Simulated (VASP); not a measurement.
# Ta₈N₇: nudged elastic band

Ta₈N₇, defect, 15 atoms in the cell. PBE, nudged elastic band; PAW potentials Ta_pv, N (PBE set).

Path: a N atom hops into a neighbouring N vacancy; Moving images: 3.

## Input

INCAR.step1:
```
ALGO = Normal ; EDIFF = 1E-6
EDIFFG = -0.02 ; ENCUT = 400
IBRION = 2 ; ISIF = 2
ISMEAR = 1 ; KPAR = 6
LASPH = T ; LCHARG = F
LREAL = F ; LWAVE = F
NELM = 100 ; NSW = 100
POTIM = 0.5 ; PREC = Normal
SIGMA = 0.1
```

INCAR.step3:
```
ALGO = Normal ; EDIFF = 1E-6
EDIFFG = -0.05 ; ENCUT = 400
IBRION = 1 ; IMAGES = 3
ISMEAR = 1 ; KPAR = 2
LASPH = T ; LCHARG = F
LREAL = F ; LWAVE = F
NELM = 100 ; NSW = 200
POTIM = 0.3 ; PREC = Normal
SIGMA = 0.1 ; SPRING = -5
```

KPOINTS:
```
k-points
0
Gamma
  4 4 4
```

00/POSCAR:
```
Ta8N7
1.0
    5.8760000000      0.0000000000      0.0000000000
   -2.9380000000      5.0887652726      0.0000000000
    0.0000000000      0.0000000000      5.7660000000
Ta N
8 7
Direct
    0.9999268321      0.9999634161      0.2516267540
    0.9999268321      0.9999634161      0.7483732460
    0.0000000000      0.5000000000      0.2482103290
    0.0000000000      0.5000000000      0.7517896710
    0.5000365839      0.9999634161      0.2516267540
    0.5000365839      0.9999634161      0.7483732460
    0.5000365839      0.5000731679      0.2516267540
    0.5000365839      0.5000731679      0.7483732460
    0.3333333334      0.1666666667      0.5000000000
    0.3351953918      0.6675976958      0.0000000000
    0.3338280406      0.6669140202      0.5000000000
    0.8324023042      0.1648046083      0.0000000000
    0.8330859798      0.1661719595      0.5000000000
    0.8324023041      0.6675976958      0.0000000000
    0.8330859797      0.6669140202      0.5000000000
```

01/POSCAR:
```
Ta8N7
1.0
    5.8760000000      0.0000000000      0.0000000000
   -2.9380000000      5.0887652726      0.0000000000
    0.0000000000      0.0000000000      5.7660000000
Ta N
8 7
Direct
    0.9726110212      0.9863503152      0.2539713105
    1.0036712573      1.0018305608      0.7569925780
    0.0003421796      0.5001644563      0.2598789553
   -0.0001319912      0.5001382581      0.7608671266
    0.5136741416      0.9863165093      0.2539848181
    0.4981604873      1.0018375030      0.7569943450
    0.5136404108      0.5273612996      0.2539763496
    0.4981664580      0.4963263792      0.7569953777
    0.3328324966      0.1659853956      0.3874968689
    0.3325841846      0.6663318454      0.0074068371
    0.3333837664      0.6668337548      0.5122071786
    0.8337405785      0.1674147415      0.0074037160
    0.8334514664      0.1666260218      0.5122112986
    0.8337521340      0.6663277485      0.0074476754
    0.8334547860      0.6668218775      0.5121655675
```

02/POSCAR:
```
Ta8N7
1.0
    5.8760000000      0.0000000000      0.0000000000
   -2.9380000000      5.0887652726      0.0000000000
    0.0000000000      0.0000000000      5.7660000000
Ta N
8 7
Direct
    0.9576596103      0.9788338873      0.2661955330
    1.0021137334      1.0010509351      0.7682122890
   -0.0004461254      0.4997205685      0.2664834891
    0.0004535555      0.5001949249      0.7653767223
    0.5212829560      0.9787430576      0.2661912466
    0.4989439322      1.0010514164      0.7682181793
    0.5212535209      0.5424731977      0.2661935256
    0.4989491921      0.4978852991      0.7682113339
    0.3331421452      0.1662581502      0.2666983866
    0.3315783345      0.6658738825      0.0127450133
    0.3319976719      0.6661041256      0.5199947662
    0.8341254657      0.1684165111      0.0126918524
    0.8338954740      0.1679982042      0.5200488107
    0.8342865957      0.6659373948      0.0126758178
    0.8340975672      0.6661251114      0.5200630378
```

03/POSCAR:
```
Ta8N7
1.0
    5.8760000000      0.0000000000      0.0000000000
   -2.9380000000      5.0887652726      0.0000000000
    0.0000000000      0.0000000000      5.7660000000
Ta N
8 7
Direct
    0.9725969052      0.9863036342      0.2792296902
    1.0036746637      1.0018220391      0.7767601155
   -0.0003947592      0.4996987226      0.2733927710
    0.0003498531      0.5001377097      0.7721240096
    0.5137127246      0.9863724676      0.2791925707
    0.4981520147      1.0018224398      0.7767601879
    0.5137670564      0.5274280190      0.2792401353
    0.4981685684      0.4963278547      0.7767595621
    0.3332963109      0.1664117760      0.1458585148
    0.3332836146      0.6667750396      0.0210896103
    0.3326432782      0.6663645944      0.5258041516
    0.8332235594      0.1667077827      0.0210381246
    0.8336343695      0.1673422523      0.5258557346
    0.8334905798      0.6667952722      0.0210500880
    0.8337267334      0.6663570628      0.5258447368
```

04/POSCAR:
```
Ta8N7
1.0
    5.8760000000      0.0000000000      0.0000000000
   -2.9380000000      5.0887652726      0.0000000000
    0.0000000000      0.0000000000      5.7660000000
Ta N
8 7
Direct
    0.9999268340      0.9999634170      0.2817065716
    0.9999268340      0.9999634170      0.7849600951
    0.0000000000      0.5000000000      0.2851230890
    0.0000000000      0.5000000000      0.7815435777
    0.5000365830      0.9999634170      0.2817065716
    0.5000365830      0.9999634170      0.7849600951
    0.5000365830      0.5000731660      0.2817065716
    0.5000365830      0.5000731660      0.7849600951
    0.3333333334      0.1666666667      0.0333333333
    0.3338278908      0.6669139453      0.0333333333
    0.3351954174      0.6675977086      0.5333333333
    0.8330860547      0.1661721093      0.0333333333
    0.8324022914      0.1648045827      0.5333333333
    0.8330860546      0.6669139453      0.0333333333
    0.8324022913      0.6675977086      0.5333333333
```

POSCAR.step1:
```
Ta8N7
1.0
    5.8760000000      0.0000000000      0.0000000000
   -2.9380000000      5.0887652726      0.0000000000
    0.0000000000      0.0000000000      5.7660000000
Ta N
8 7
Direct
    0.0000000000      0.0000000000      0.2500000000
    0.0000000000      0.0000000000      0.7500000000
    0.0000000000      0.5000000000      0.2500000000
    0.0000000000      0.5000000000      0.7500000000
    0.5000000000      0.0000000000      0.2500000000
    0.5000000000      0.0000000000      0.7500000000
    0.5000000000      0.5000000000      0.2500000000
    0.5000000000      0.5000000000      0.7500000000
    0.3333333334      0.1666666667      0.5000000000
    0.3333333334      0.6666666666      0.0000000000
    0.3333333334      0.6666666666      0.5000000000
    0.8333333334      0.1666666667      0.0000000000
    0.8333333334      0.1666666667      0.5000000000
    0.8333333333      0.6666666666      0.0000000000
    0.8333333333      0.6666666666      0.5000000000
```

POSCAR.step2:
```
Ta8N7
1.0
    5.8760000000      0.0000000000      0.0000000000
   -2.9380000000      5.0887652726      0.0000000000
    0.0000000000      0.0000000000      5.7660000000
Ta N
8 7
Direct
    0.0000000000      0.0000000000      0.2500000000
    0.0000000000      0.0000000000      0.7500000000
    0.0000000000      0.5000000000      0.2500000000
    0.0000000000      0.5000000000      0.7500000000
    0.5000000000      0.0000000000      0.2500000000
    0.5000000000      0.0000000000      0.7500000000
    0.5000000000      0.5000000000      0.2500000000
    0.5000000000      0.5000000000      0.7500000000
    0.3333333334      0.1666666667      1.0000000000
    0.3333333334      0.6666666666      0.0000000000
    0.3333333334      0.6666666666      0.5000000000
    0.8333333334      0.1666666667      0.0000000000
    0.8333333334      0.1666666667      0.5000000000
    0.8333333333      0.6666666666      0.0000000000
    0.8333333333      0.6666666666      0.5000000000
```

Commands (each step's output is kept before the next begins):
```
cat potpaw_PBE.64/Ta_pv/POTCAR potpaw_PBE.64/N/POTCAR > POTCAR
cp INCAR.step1 INCAR
cp POSCAR.step1 POSCAR
mpirun -np 6 vasp_std > vasp.out
cp POSCAR.step2 POSCAR
mpirun -np 6 vasp_std > vasp.out
# 00 and 04 hold the relaxed ends, the second shifted as a whole so that the mean position stays; the images between are interpolated (pair-distance (IDPP))
cp INCAR.step3 INCAR
mpirun -np 6 vasp_std > vasp.out
```

## Result

- Barrier (eV): 6.708
- Barrier of the reverse step (eV): 6.708
- Energy of the second end over the first (eV): 0.000
- Top of the path (share of its length): 0.50
- Length of the path (Å): 2.87
- Steps of the band: 6
- Ionic steps, all stages: 20
- Electronic steps, all stages: 260

Energy along the relaxed band:

| Image | Distance along the path (Å) | Energy above the first end (eV) | Slope along the path (eV/Å) | Largest force across the path (eV/Å) |
|---|---|---|---|---|
| 0 | 0.000 | 0.000 | relaxed end |  |
| 1 | 0.720 | 2.919 | 6.827 | 0.035 |
| 2 | 1.434 | 6.708 | -0.006 | 0.019 |
| 3 | 2.148 | 2.918 | -6.826 | 0.039 |
| 4 | 2.867 | -0.000 | relaxed end |  |

The cell is TaN (16 atoms) with one N atom missing.

The two ends have the same energy within 0.01 eV.

Limits: the cell holds 15 atoms, so the vacancy or interstitial meets its own images and the barrier isn't that of a lone defect; the atom stays on the straight, symmetric line between the sites, so the barrier is an upper bound: a way around it wasn't tried.

VASP 6.6.1 took 497 s on 6 cores (Intel Xeon Platinum 8488C (Sapphire Rapids)), a shared host.
